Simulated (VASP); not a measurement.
# Zr (Im-3m) in VASP: notebook

Aim: see how the results for Zr move with the level of theory and the settings. Levels: PBEsol, RPBE, LDA, PBE. Tasks: relaxation of cell and atoms.

Program: VASP 6.6.1. These are calculated values, not measurements. Logs are shortened: lines on timing, memory, paths and dates and some standing lists are left out, and cuts for length are marked.

### 1 Starting point

Symmetry: Im-3m, No. 229, cubic system. The conventional cell has a = 3.582 Å, b = 3.582 Å, c = 3.582 Å, α = 90.00°, β = 90.00°, γ = 90.00°. Around Zr (site symmetry m-3m) lie 8 Zr at 3.10 Å.

This isn't the form of Zr at room conditions, which is hcp.

### 2 Relaxation of cell and atoms, PBEsol

Input file INCAR:

```
SYSTEM = Zr
PREC     = Accurate       ! precision mode
ENCUT    = 580            ! plane-wave cutoff, eV
EDIFF    = 1E-7           ! SCF threshold, eV
ISMEAR   = 0              ! smearing method
SIGMA    = 0.1            ! smearing width, eV
LREAL    = .False.        ! projectors in reciprocal space
LASPH    = .True.         ! aspherical terms in the spheres
NELM     = 100            ! most SCF steps
ALGO     = Normal         ! electronic algorithm
ISIF     = 3              ! what is computed and relaxed
LWAVE    = .False.        ! write WAVECAR
LCHARG   = .False.        ! write CHGCAR
GGA      = PS             ! functional
IBRION   = 2              ! ionic algorithm
NSW      = 90             ! ionic steps
EDIFFG   = -0.005         ! ionic threshold
```

Input file KPOINTS:

```
regular mesh
0
Gamma
  16 16 16
  0 0 0
```

Input file POSCAR:

```
Zr
1.0
   -1.7908472700      1.7908472700      1.7908472700
    1.7908472700     -1.7908472700      1.7908472700
    1.7908472700      1.7908472700     -1.7908472700
Zr
1
Direct
    0.0000000000      0.0000000000      0.0000000000
```

Potentials or basis: VASP PAW PBE potentials, release 64 (Zr_sv).

Launch:

```bash
$ cat potpaw_PBE.64/Zr_sv/POTCAR > POTCAR
$ mpirun -np 1 vasp_std > vasp.out
```

OUTCAR:

```text
SYSTEM = Zr
   PREC = Accurate
   ENCUT = 580
   EDIFF = 1E-7
   ISMEAR = 0
   LREAL = .False.
   LASPH = .True.
   NELM = 100
   ISIF = 3
   GGA = PS
   IBRION = 2
   NSW = 90
   EDIFFG = -0.005

 ion  position               nearest neighbor table
   1  0.000  0.000  0.000-

  LATTYP: Found a body centered cubic cell.
 ALAT       =     3.5816945400

  Lattice vectors:

 A1 = (  -1.7908472700,   1.7908472700,   1.7908472700)
 A2 = (   1.7908472700,  -1.7908472700,   1.7908472700)
 A3 = (   1.7908472700,   1.7908472700,  -1.7908472700)

Analysis of symmetry for initial positions (statically):
=====================================================================
 Subroutine PRICEL returns:
 Original cell was already a primitive cell.

 Routine SETGRP: Setting up the symmetry group for a
 body centered cubic supercell.

 Subroutine GETGRP returns: Found 48 space group operations
 (whereof 48 operations were pure point group operations)
 out of a pool of 48 trial point group operations.

The static configuration has the point symmetry O_h .

Analysis of symmetry for dynamics (positions and initial velocities):
=====================================================================
 Subroutine PRICEL returns:
 Original cell was already a primitive cell.

 Routine SETGRP: Setting up the symmetry group for a
 body centered cubic supercell.

 Subroutine GETGRP returns: Found 48 space group operations
 (whereof 48 operations were pure point group operations)
 out of a pool of 48 trial point group operations.

The dynamic configuration has the point symmetry O_h .

 Subroutine INISYM returns: Found 48 space group operations
 (whereof 48 operations are pure point group operations),
 and found     1 'primitive' translations

----------------------------------------------------------------------------------------

                                     Primitive cell

  volume of cell :      22.9739

  direct lattice vectors                    reciprocal lattice vectors
    -1.790847270  1.790847270  1.790847270     0.000000000  0.279197455  0.279197455
     1.790847270 -1.790847270  1.790847270     0.279197455  0.000000000  0.279197455
     1.790847270  1.790847270 -1.790847270     0.279197455  0.279197455  0.000000000

  length of vectors
     3.101838460  3.101838460  3.101838460     0.394844827  0.394844827  0.394844827

  position of ions in fractional coordinates (direct lattice)
     0.000000000  0.000000000  0.000000000

  ion indices of the primitive-cell ions
   primitive index   ion index
                 1           1

----------------------------------------------------------------------------------------

 KPOINTS: regular mesh

Automatic generation of k-mesh.
 Grid dimensions read from file:
 generate k-points for:   16   16   16

 Generating k-lattice:

  Cartesian coordinates                     Fractional coordinates (reciprocal lattice)
     0.000000000  0.017449841  0.017449841     0.062500000  0.000000000  0.000000000
     0.017449841  0.000000000  0.017449841     0.000000000  0.062500000  0.000000000
     0.017449841  0.017449841  0.000000000     0.000000000  0.000000000  0.062500000

  Length of vectors
     0.024677802  0.024677802  0.024677802

  Shift w.r.t. Gamma in fractional coordinates (k-lattice)
     0.000000000  0.000000000  0.000000000

 Subroutine IBZKPT returns following result:
 ===========================================

 Found    145 irreducible k-points:

 Following reciprocal coordinates:
            Coordinates               Weight
  0.000000  0.000000  0.000000      1.000000
  0.062500  0.000000  0.000000     12.000000
  0.125000  0.000000  0.000000     12.000000
  0.187500  0.000000  0.000000     12.000000
  0.250000  0.000000  0.000000     12.000000
  0.312500  0.000000  0.000000     12.000000
[... 16 lines left out ...]
  0.187500  0.187500  0.000000     24.000000
  0.250000  0.187500 -0.000000     48.000000
 [... further k-points ...]
   k-points           NKPTS =    145   k-points in BZ     NKDIM =    145   number of bands    NBANDS=     10
[... 38 lines left out ...]
  volume/ion in A,a.u.               =      22.97       155.04
  Fermi-wavevector in a.u.,A,eV,Ry     =   1.318429  2.491469 23.650390  1.738255
  Thomas-Fermi vector in A             =   2.448399
   LORBIT       =      0    0 simple, 1 ext, 2 COOP (PROOUT), +10 PAW based schemes
   GGA     = PS    functional components
   LHFCALC =     F    Hartree Fock is set to
   AEXX    =    0.0000 exact exchange contribution
   IVDW    =     0    specifies the selected vdW correction
   LEPSILON=     F    determine dielectric tensor
   LRPA    =     F    only Hartree local field effects (RPA)
 conjugate gradient relaxation of ions
 non-spin polarized calculation
 Gauss-broadening in eV      SIGMA  =   0.10
  energy-cutoff  :      580.00
  volume of cell :       22.97
 maximum number of plane-waves:       737
   NGX = 13   NGY = 13   NGZ = 13

--------------------------------------- Ionic step        1  -------------------------------------------

 number of electron      12.0000000 magnetization

 Free energy of the ion-electron system (eV)
  ---------------------------------------------------
  ext. energy  EPLUGINS =         0.00000000
  ---------------------------------------------------
  free energy    TOTEN  =        -9.00366252 eV

  energy without entropy =       -8.99369081  energy(sigma->0) =       -8.99867666

------------------------ aborting loop because EDIFF is reached ----------------------------------------

  FORCE on cell =-STRESS in cart. coord.  units (eV):
  Direction    XX          YY          ZZ          XY          YZ          ZX
  --------------------------------------------------------------------------------------
  -------------------------------------------------------------------------------------
  Total       -0.6219451     -0.6219451     -0.6219451      0.0000000      0.0000000     -0.0000000
  in kB      -43.3737503    -43.3737503    -43.3737503      0.0000000      0.0000000     -0.0000000
  external PRESSURE =     -43.3737503 kB  Pullay stress =       0.0000000 kB
[... 55 lines left out ...]
  energy  without entropy=       -9.0004802841  energy(sigma->0) =       -9.00458184

--------------------------------------- Ionic step        3  -------------------------------------------

 number of electron      12.0000000 magnetization

 Free energy of the ion-electron system (eV)
  ---------------------------------------------------
  ext. energy  EPLUGINS =         0.00000000
  ---------------------------------------------------
  free energy    TOTEN  =        -9.01947393 eV

  energy without entropy =       -9.01045204  energy(sigma->0) =       -9.01496298

 E-fermi :   9.2814     XC(G=0): -11.4901

 val. band max:        9.2752538397   @ k =   0.1250   0.1250   0.0625
 cond. band min:       9.2892580079   @ k =   0.1875   0.1875   0.0000
 fundamental gap:      0.0140041681
 Fermi energy:         9.2814095750

 k-point     1 :       0.0000    0.0000    0.0000
  band No.  band energies     occupation
      1     -38.9756      2.00000
      2     -16.4078      2.00000
      3     -16.4078      2.00000
      4     -16.4078      2.00000
      5       3.8136      2.00000
      6      10.4403      0.00000
      7      10.4403      0.00000
      8      10.4403      0.00000
      9      13.1023      0.00000
     10      13.1023      0.00000
[... 287 lines left out ...]
 k-point    24 :       0.2500    0.1875   -0.0000
  band No.  band energies     occupation
      1     -38.8005      2.00000
      2     -17.3426      2.00000
      3     -16.7922      2.00000
      4     -16.5111      2.00000
      5       7.0490      2.00000
      6       8.7145      2.00000
      7       9.3335      0.46102
      8      12.5582      0.00000
      9      13.8521      0.00000
     10      15.3596      0.00000

 [... further k-points ...]

------------------------ aborting loop because EDIFF is reached ----------------------------------------

  FORCE on cell =-STRESS in cart. coord.  units (eV):
  Direction    XX          YY          ZZ          XY          YZ          ZX
  --------------------------------------------------------------------------------------
  -------------------------------------------------------------------------------------
  Total       -0.0018568     -0.0018568     -0.0018568      0.0000000     -0.0000000      0.0000000
  in kB       -0.1361464     -0.1361464     -0.1361464      0.0000000     -0.0000000      0.0000000
  external PRESSURE =      -0.1361464 kB  Pullay stress =       0.0000000 kB
[... 16 lines left out ...]
  FREE ENERGIE OF THE ION-ELECTRON SYSTEM (eV)
  ---------------------------------------------------
  free  energy   TOTEN  =        -9.0194739254 eV

  energy  without entropy=       -9.0104520436  energy(sigma->0) =       -9.01496298

 reached required accuracy - stopping structural energy minimisation
```

Run time: 49 s. Hardware: 1 thread of Intel Xeon Platinum 8259CL at 2.50GHz (Skylake/Cascade Lake), shared host; peak memory 0.17 GiB.

What came out:

```yaml
Free_energy: -9.0195 eV
Relaxed_volume: 21.85 Å³/atom
Relaxed_cell: a = 3.050 Å, b = 3.050 Å, c = 3.050 Å, α = 109.47°, β = 109.47°, γ = 109.47°
Space_group_after_relaxing_to_0.05_Å: Im-3m (No. 229)
Energy_gained_by_relaxing: 15.8 meV/atom
Ionic_steps: 3
Pressure_after_relaxing: 0.0 GPa
Band_gap_on_the_k_mesh: none (metal or under the smearing width)
```

The path:
```csv
step,energy change (eV),largest force (eV/Å),pressure (GPa),volume (Å³)
1,0.0000,0.0000,-4.34,22.97
2,-0.0050,0.0000,4.03,20.97
3,-0.0158,0.0000,-0.01,21.85
```

Final structure:
```cif
data_structure
_symmetry_space_group_name_H-M 'P 1'
_symmetry_Int_Tables_number 1
_cell_length_a 3.0505
_cell_length_b 3.0505
_cell_length_c 3.0505
_cell_angle_alpha 109.471
_cell_angle_beta 109.471
_cell_angle_gamma 109.471
_cell_volume 21.85
loop_
_atom_site_label
_atom_site_type_symbol
_atom_site_fract_x
_atom_site_fract_y
_atom_site_fract_z
_atom_site_occupancy
Zr1 Zr 0.00000 0.00000 0.00000 1
```

Levels at points of the mesh, in eV from the Fermi level:
| k point | band 3 | band 4 | band 5 | band 6 | band 7 | band 8 | band 9 | band 10 |
| --- | --- | --- | --- | --- | --- | --- | --- | --- |
| (0.00, 0.00, 0.00) | -25.69 | -25.69 | -5.47 | 1.16 | 1.16 | 1.16 | 3.82 | 3.82 |
| (0.50, 0.00, 0.00) | -26.06 | -25.70 | -2.96 | -0.78 | 1.89 | 3.84 | 4.57 | 6.84 |
| (0.50, 0.50, 0.50) | -26.50 | -26.50 | -2.80 | -2.80 | 6.10 | 6.10 | 6.10 | 7.88 |

Caveat: the PAW data sets were made with another functional, which shifts forces and pressure a little.

### 3 Relaxation of cell and atoms, RPBE

INCAR: that of step 2 with these lines changed.

```diff
@@ -2,3 +2,3 @@
 PREC     = Accurate       ! precision mode
-ENCUT    = 580            ! plane-wave cutoff, eV
+ENCUT    = 600            ! plane-wave cutoff, eV
 EDIFF    = 1E-7           ! SCF threshold, eV
@@ -13,3 +13,3 @@
 LCHARG   = .False.        ! write CHGCAR
-GGA      = PS             ! functional
+GGA      = RP             ! functional
 IBRION   = 2              ! ionic algorithm
```

KPOINTS is that of step 2.

POSCAR is that of step 2.

Potentials or basis: VASP PAW PBE potentials, release 64 (Zr_sv).

Launch:

```bash
$ cat potpaw_PBE.64/Zr_sv/POTCAR > POTCAR
$ mpirun -np 1 vasp_std > vasp.out
```

Run time: 98 s. Hardware: 1 thread of Intel Xeon Platinum 8259CL at 2.50GHz (Skylake/Cascade Lake), shared host; peak memory 0.19 GiB.

Results (log left out):

| Quantity | Value |
| --- | --- |
| Free energy | -8.0065 eV |
| Relaxed volume | 23.45 Å³/atom |
| Relaxed cell | a = 3.123 Å, b = 3.123 Å, c = 3.123 Å, α = 109.47°, β = 109.47°, γ = 109.47° |
| Space group after relaxing (to 0.05 Å) | Im-3m (No. 229) |
| Energy gained by relaxing | 2.6 meV/atom |
| Ionic steps | 3 |
| Pressure after relaxing | 0.0 GPa |
| Band gap on the k mesh | none (metal or under the smearing width) |

Step by step:
| step | energy change (eV) | largest force (eV/Å) | pressure (GPa) | volume (Å³) |
| --- | --- | --- | --- | --- |
| 1 | 0.0000 | 0.0000 | 1.77 | 22.97 |
| 2 | -0.0010 | 0.0000 | -1.32 | 23.83 |
| 3 | -0.0026 | 0.0000 | 0.00 | 23.45 |

Final structure:
```yaml
crystal:
  lattice:
    - [-1.80307, 1.80307, 1.80307]
    - [1.80307, -1.80307, 1.80307]
    - [1.80307, 1.80307, -1.80307]
  atoms:
    - { symbol: Zr, position: [0.00000, 0.00000, 0.00000] }
```

Levels at points of the mesh, in eV from the Fermi level:
```tsv
k point	band 4	band 5	band 6	band 7	band 8	band 9
(0.00, 0.00, 0.00)	-26.07	-5.35	1.13	1.13	1.13	3.57
(0.50, 0.00, 0.00)	-26.08	-2.75	-0.64	1.54	3.56	4.22
(0.50, 0.50, 0.50)	-26.71	-2.50	-2.50	5.58	5.58	5.58
```

Caveat: the PAW data sets were made with another functional, which shifts forces and pressure a little.

### 4 Relaxation of cell and atoms, PBEsol

Input file INCAR:

```
SYSTEM = Zr
  PREC = Accurate
  ENCUT = 600
  EDIFF = 1E-7
  ISMEAR = 0
  SIGMA = 0.1
  LREAL = .False.
  LASPH = .True.
  NELM = 80
  ALGO = Normal
  ISIF = 3
  LWAVE = .False.
  LCHARG = .False.
  GGA = PS
  IBRION = 2
  NSW = 90
  EDIFFG = -0.005
```

Input file KPOINTS:

```
Automatic mesh
0
Gamma
  16 16 16
  0 0 0
```

POSCAR is that of step 3.

Launch:

```bash
$ cat potpaw_PBE.64/Zr_sv/POTCAR > POTCAR
$ mpirun -np 1 vasp_std > vasp.out
```

Wall time 44 s (1 thread of Intel Xeon 6975P-C (Granite Rapids), shared host); peak memory 0.18 GiB.

It converged, with:

```
Free energy                            : -9.0194 eV
Relaxed volume                         : 21.86 Å³/atom
Relaxed cell                           : a = 3.051 Å, b = 3.051 Å, c = 3.051 Å, α = 109.47°, β = 109.47°, γ = 109.47°
Space group after relaxing (to 0.05 Å) : Im-3m (No. 229)
Energy gained by relaxing              : 15.7 meV/atom
Ionic steps                            : 3
Pressure after relaxing                : 0.0 GPa
Band gap on the k mesh                 : none (metal or under the smearing width)
```

Step by step:
```
step  energy change (eV)  largest force (eV/Å)  pressure (GPa)  volume (Å³)
   1              0.0000                0.0000           -4.32        22.97
   2             -0.0050                0.0000            4.01        20.97
   3             -0.0157                0.0000           -0.01        21.86
```

Final structure:
```
Zr
1.0
    -1.76130    1.76130    1.76130
     1.76130   -1.76130    1.76130
     1.76130    1.76130   -1.76130
Zr
1
Direct
  0.00000 0.00000 0.00000
```

Levels at points of the mesh, in eV from the Fermi level:
```tsv
k point	band 4	band 5	band 6	band 7	band 8	band 9
(0.00, 0.00, 0.00)	-25.69	-5.47	1.16	1.16	1.16	3.82
(0.50, 0.00, 0.00)	-25.70	-2.96	-0.78	1.89	3.84	4.57
(0.50, 0.50, 0.50)	-26.50	-2.79	-2.79	6.09	6.09	6.09
```

Caveat: the PAW data sets were made with another functional, which shifts forces and pressure a little.

### 5 Relaxation of cell and atoms, LDA

INCAR: that of step 4 with these lines changed.

```diff
@@ -13,3 +13,3 @@
   LCHARG = .False.
-  GGA = PS
+  GGA = CA
   IBRION = 2
```

KPOINTS is that of step 4.

POSCAR is that of step 4.

Potentials or basis: VASP PAW LDA potentials, release 64 (Zr_sv).

Launch:

```bash
$ cat potpaw_LDA.64/Zr_sv/POTCAR > POTCAR
$ mpirun -np 1 vasp_std > vasp.out
```

Wall time 72 s (1 thread of Intel Xeon 6975P-C (Granite Rapids), shared host); peak memory 0.18 GiB.

It converged, with:

* Free energy: -9.2517 eV
* Relaxed volume: 21.13 Å³/atom
* Relaxed cell: a = 3.016 Å, b = 3.016 Å, c = 3.016 Å, α = 109.47°, β = 109.47°, γ = 109.47°
* Space group after relaxing (to 0.05 Å): Im-3m (No. 229)
* Energy gained by relaxing: 43.8 meV/atom
* Ionic steps: 6
* Pressure after relaxing: 0.0 GPa
* Band gap on the k mesh: none (metal or under the smearing width)

The path:
| step | energy change (eV) | largest force (eV/Å) | pressure (GPa) | volume (Å³) |
| --- | --- | --- | --- | --- |
| 1 | 0.0000 | 0.0000 | -7.20 | 22.97 |
| 2 | -0.0128 | 0.0000 | 7.34 | 19.71 |
| 3 | -0.0438 | 0.0000 | -0.06 | 21.14 |
| 4 | -0.0438 | 0.0000 | 0.10 | 21.10 |
| 5 | -0.0438 | 0.0000 | -0.06 | 21.14 |
| 6 | -0.0438 | 0.0000 | 0.00 | 21.13 |

Final structure:
```
CELL_PARAMETERS angstrom
-1.74150 1.74150 1.74150
1.74150 -1.74150 1.74150
1.74150 1.74150 -1.74150
ATOMIC_POSITIONS crystal
Zr 0.00000 0.00000 0.00000
```

Levels at points of the mesh, in eV from the Fermi level:
| k point | band 3 | band 4 | band 5 | band 6 | band 7 | band 8 | band 9 | band 10 |
| --- | --- | --- | --- | --- | --- | --- | --- | --- |
| (0.00, 0.00, 0.00) | -25.51 | -25.51 | -5.47 | 1.14 | 1.14 | 1.14 | 3.90 | 3.90 |
| (0.50, 0.00, 0.00) | -25.93 | -25.53 | -3.06 | -0.87 | 2.13 | 3.94 | 4.68 | 7.09 |
| (0.50, 0.50, 0.50) | -26.42 | -26.42 | -2.95 | -2.95 | 6.30 | 6.30 | 6.30 | 8.19 |

### 6 Relaxation of cell and atoms, PBE

INCAR: that of step 5 with these lines changed.

```diff
@@ -13,3 +13,3 @@
   LCHARG = .False.
-  GGA = CA
+  GGA = PE
   IBRION = 2
```

KPOINTS is that of step 5.

POSCAR is that of step 5.

Potentials or basis: VASP PAW PBE potentials, release 64 (Zr_sv).

Launch:

```bash
$ cat potpaw_PBE.64/Zr_sv/POTCAR > POTCAR
$ mpirun -np 1 vasp_std > vasp.out
```

It took 42 s on 1 thread of Intel Xeon 6975P-C (Granite Rapids), shared host; peak memory 0.19 GiB.

The run converged. Its results:

- Free energy: -8.4403 eV
- Relaxed volume: 22.85 Å³/atom
- Relaxed cell: a = 3.096 Å, b = 3.096 Å, c = 3.096 Å, α = 109.47°, β = 109.47°, γ = 109.47°
- Space group after relaxing (to 0.05 Å): Im-3m (No. 229)
- Energy gained by relaxing: 0.2 meV/atom
- Ionic steps: 3
- Pressure after relaxing: 0.0 GPa
- Band gap on the k mesh: none (metal or under the smearing width)

The path:
| step | energy change (eV) | largest force (eV/Å) | pressure (GPa) | volume (Å³) |
| --- | --- | --- | --- | --- |
| 1 | 0.0000 | 0.0000 | -0.48 | 22.97 |
| 2 | -0.0001 | 0.0000 | 0.40 | 22.74 |
| 3 | -0.0002 | 0.0000 | 0.00 | 22.85 |

Final structure:
```
Zr
1.0
    -1.78753    1.78753    1.78753
     1.78753   -1.78753    1.78753
     1.78753    1.78753   -1.78753
Zr
1
Cartesian
  0.0000 0.0000 0.0000
```

Levels at points of the mesh, in eV from the Fermi level:
| k point | band 2 | band 3 | band 4 | band 5 | band 6 | band 7 | band 8 | band 9 | band 10 |
| --- | --- | --- | --- | --- | --- | --- | --- | --- | --- |
| (0.00, 0.00, 0.00) | -25.94 | -25.94 | -25.94 | -5.40 | 1.14 | 1.14 | 1.14 | 3.66 | 3.66 |
| (0.50, 0.00, 0.00) | -26.96 | -26.26 | -25.95 | -2.83 | -0.69 | 1.67 | 3.66 | 4.34 | 6.45 |
| (0.50, 0.50, 0.50) | -26.64 | -26.64 | -26.64 | -2.60 | -2.60 | 5.76 | 5.76 | 5.76 | 7.55 |

### 7 The runs side by side

```csv
level,potentials or basis,cutoff (eV),gap on the mesh (eV),pressure (GPa),relaxed volume (Å³/atom)
PBEsol,"VASP PAW PBE potentials, release 64 (Zr_sv)",580,none,0.0,21.85
RPBE,"VASP PAW PBE potentials, release 64 (Zr_sv)",600,none,0.0,23.45
PBEsol,"VASP PAW PBE potentials, release 64 (Zr_sv)",600,none,0.0,21.86
LDA,"VASP PAW LDA potentials, release 64 (Zr_sv)",600,none,0.0,21.13
PBE,"VASP PAW PBE potentials, release 64 (Zr_sv)",600,none,0.0,22.85
```

Alike in all rows: task relaxation of cell and atoms; no spin polarisation; cell relaxed; k mesh 16 × 16 × 16; smearing gaussian 0.1 eV.

Caveats: the PAW data sets were made with another functional, which shifts forces and pressure a little (some runs).

Absolute energies hang on the potentials; compare differences alone.
